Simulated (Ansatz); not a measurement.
Method: Ansatz, DFT PBE, scalar-relativistic, plane waves, PAW. All cells share a 420 eV cutoff and Γ-centred k meshes spaced at most about 0.3 Å⁻¹ (about 0.25 or finer for metals, 2π included). No spin polarisation.

All energies are static (0 K, no zero-point motion).

Two relaxed structures of Si4W:

A.

```yaml
crystal:
  lattice:
    - [-1.66470, 1.66470, 6.35293]
    - [1.66470, -1.66470, 6.35293]
    - [1.66470, 1.66470, -6.35293]
  atoms:
    - { symbol: Si, position: [0.21064, 0.21064, 0.00000] }
    - { symbol: Si, position: [0.78936, 0.78936, 0.00000] }
    - { symbol: Si, position: [0.40196, 0.40196, 0.00000] }
    - { symbol: Si, position: [0.59804, 0.59804, 0.00000] }
    - { symbol: W, position: [0.00000, 0.00000, 0.00000] }
```

B.

```yaml
crystal:
  lattice:
    - [-2.34190, 2.97327, 3.00611]
    - [2.34190, -2.97327, 3.00611]
    - [2.34190, 2.97327, -3.00611]
  atoms:
    - { symbol: Si, position: [0.00274, 0.30615, 0.69659] }
    - { symbol: Si, position: [0.99726, 0.69385, 0.30341] }
    - { symbol: Si, position: [0.39043, 0.69385, 0.69659] }
    - { symbol: Si, position: [0.60957, 0.30615, 0.30341] }
    - { symbol: W, position: [0.00000, 0.00000, 0.00000] }
```

**Question.** Which would you expect to be lower, and how large is the difference?

**Answer.** A is lower, by 63 meV/atom. A has space group I4/mmm (No. 139), 14.1 Å³/atom and no gap on its mesh; B has space group Immm (No. 71), 16.7 Å³/atom and no gap. Counting Si atoms around W (those within 1.25 times the shortest such distance or 1.15 times the sum of covalent radii, 1.27 where that leaves under three; a plus sign parts nearer from farther groups), A has W 10 and B has W 4+8. A and B both hold Si–Si bonds in all directions. The denser one is the lower, and pressure would at first widen the difference. Even the lower one lies +0.17 eV/atom against the reference forms of the elements (uncorrected), so neither is stable at this level. In A, around Si on its first site lie 5 Si at 2.43–2.56 Å, 1 W at 2.68 Å and 4 Si at 2.75 Å; around Si on its second site lie 2 Si at 2.43–2.49 Å, 4 W at 2.66 Å and 4 Si at 2.75 Å; around W lie 10 Si at 2.66–2.68 Å and 4 W at 3.33 Å. In B, around Si lie 2 Si at 2.33–2.34 Å, 2 Si at 2.52 Å, 1 W at 2.58 Å and 2 W at 2.87 Å; W has 4 Si at 2.58 Å and 8 Si at 2.87 Å. Both come from invented guesses. The lowest form computed isn't among them: it has space group Ccce (No. 68), 14.9 Å³/atom and lies 96 meV/atom below the best shown.

Spin–orbit coupling, which can matter for W, is left out. Cells relaxed within their symmetry can be saddle points. Some candidate types were left out of the draw beforehand, so a known form may be missing.
